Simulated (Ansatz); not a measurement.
# GeS: a ladder of calculations

Cell of run 1: an entry of the Crystallography Open Database (COD).

Space group Pnma (No. 62); a = 10.4700, b = 3.6410, c = 4.2970 Å.

| site | Wyckoff | site symmetry | x | y | z |
| --- | --- | --- | --- | --- | --- |
| Ge | 4c | .m. | 0.6220 | 0.2500 | 0.3730 |
| S | 4c | .m. | 0.8491 | 0.2500 | 0.5011 |

One atom of each set is listed.

Relaxed positions (PBE, cell held):

Ge (0.6209, 0.2500, 0.3720)
S (0.8506, 0.2500, 0.4974)

All runs are DFT with Ansatz 0.2.0 (plane waves and PAW, scalar-relativistic unless spin–orbit coupling is named, Γ-centred meshes, Fermi–Dirac smearing where given) in this cell.

Run 1: PBE, atoms as given; 420 eV, 5×12×10 k-points, smearing 0.02 eV.
Run 2: PBE, atoms relaxed; 420 eV, 5×12×10 k-points, smearing 0.02 eV.
Run 3: r2SCAN, at the relaxed atoms; 500 eV, 5×12×10 k-points, smearing 0.02 eV.

Task: What does each run give, and what moves the gradients most?

Result: 

```tsv
run	Ge V_zz (η)	S V_zz (η)
1	-7.74 (0.29)	-5.42 (0.03)
2	-7.46 (0.36)	-5.15 (0.03)
3	-8.50 (0.34)	-5.52 (0.03)
```

V_zz in 10²¹ V/m². Against run 1, the gradient tensors on these sites move by at most 0.82 in run 2 (Ge), 1.13 in run 3 (Ge). Taken one at a time, the functional (r2SCAN with its higher cutoff) moves the tensors on these sites by up to 1.06 (largest principal value of the change, on Ge), the positions of the atoms (as given or relaxed) by 0.82 (Ge).

In run 3 the atoms aren't at the calculated equilibrium (largest force 0.29 eV/Å).
